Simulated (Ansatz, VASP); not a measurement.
**C in VASP and in Ansatz**

The input INCAR:

```
SYSTEM = C
PREC     = Accurate       ! precision mode
ENCUT    = 520            ! plane-wave cutoff, eV
EDIFF    = 1E-6           ! SCF threshold, eV
ISMEAR   = 0              ! smearing method
SIGMA    = 0.05           ! smearing width, eV
LREAL    = .FALSE.        ! projectors in reciprocal space
LASPH    = .TRUE.         ! aspherical terms in the spheres
NELM     = 100            ! most SCF steps
ALGO     = Normal         ! electronic algorithm
ISIF     = 2              ! what is computed and relaxed
LWAVE    = .FALSE.        ! write WAVECAR
LCHARG   = .TRUE.         ! write CHGCAR
GGA      = PE             ! functional
LELF     = .TRUE.         ! ELF
LVHAR    = .TRUE.       
NBANDS   = 26             ! bands
```

Contents of KPOINTS:

```
regular mesh
0
G
  12 12 4
  0 0 0
```

File POSCAR:

```
C
1.0
    2.4550680292      0.0000000000      0.0000000000
   -1.2275340146      2.1261512813      0.0000000000
    0.0000000000      0.0000000000      8.3045881819
C
8
Direct
    0.0000000000      0.0000000000      0.0929681641
    0.0000000000      0.0000000000      0.5929681641
    0.0000000000      0.0000000000      0.4070318359
    0.0000000000      0.0000000000      0.9070318359
    0.3333333333      0.6666666667      0.1555285626
    0.6666666667      0.3333333333      0.6555285626
    0.3333333333      0.6666666667      0.3444714374
    0.6666666667      0.3333333333      0.8444714374
```

Input for Ansatz:

```yaml
crystal:
  lattice:
    - [2.4550680292, 0.0, 0.0]
    - [-1.2275340146, 2.1261512813, 0.0]
    - [0.0, 0.0, 8.3045881819]
  atoms:
    - { symbol: C, position: [0.0, 0.0, 0.0929681641] }
    - { symbol: C, position: [0.0, 0.0, 0.5929681641] }
    - { symbol: C, position: [0.0, 0.0, 0.4070318359] }
    - { symbol: C, position: [0.0, 0.0, 0.9070318359] }
    - { symbol: C, position: [0.3333333333, 0.6666666667, 0.1555285626] }
    - { symbol: C, position: [0.6666666667, 0.3333333333, 0.6555285626] }
    - { symbol: C, position: [0.3333333333, 0.6666666667, 0.3444714374] }
    - { symbol: C, position: [0.6666666667, 0.3333333333, 0.8444714374] }
basis:
  ecutwfc: 420
kpoints:
  mp_grid: { grid: [12, 12, 4] }
hamiltonian:
  xc: pbe
scf:
  occupations: { method: gaussian, width: 0.05 }
output:
  forces: true
  stress: true
  eigenvalues: true
```

Change from the starting cell: strain -0.025 along x and y, +0.000 along z, atoms carried along.

Alike in both runs: task single point; functional PBE; k mesh 12 × 12 × 4; occupations gaussian, width 0.05 eV; no spin polarisation.

|  | VASP | Ansatz |
| --- | --- | --- |
| version | VASP 6.6.1 | Ansatz 0.2.0 |
| potentials or method | VASP PAW PBE potentials, release 64 (C) | scalar-relativistic, plane waves, PAW |
| plane-wave cutoff (eV) | 520 | 420 |
| valence electrons in the cell | 32 | 32 |

|  | VASP | Ansatz | Ansatz less VASP |
| --- | --- | --- | --- |
| gap on the k mesh at the Fermi level (eV) | 4.87 | 4.88 | +0.008 |
| least direct gap on the mesh (eV) | 4.94 | 4.95 | +0.005 |
| pressure (GPa) | 25.3 | 24.5 | -0.87 |
| largest component of the traceless stress (GPa) | 22.49 | 22.30 | -0.187 |
| rms of the force components (eV/Å) | 0.078 | 0.072 | -0.0063 |

Atom by atom the forces differ by 0.006 eV/Å (rms over components).

Caveats: so large a pressure means that the cell lies far from this level's equilibrium, or that cutoff or potentials fall short (VASP).
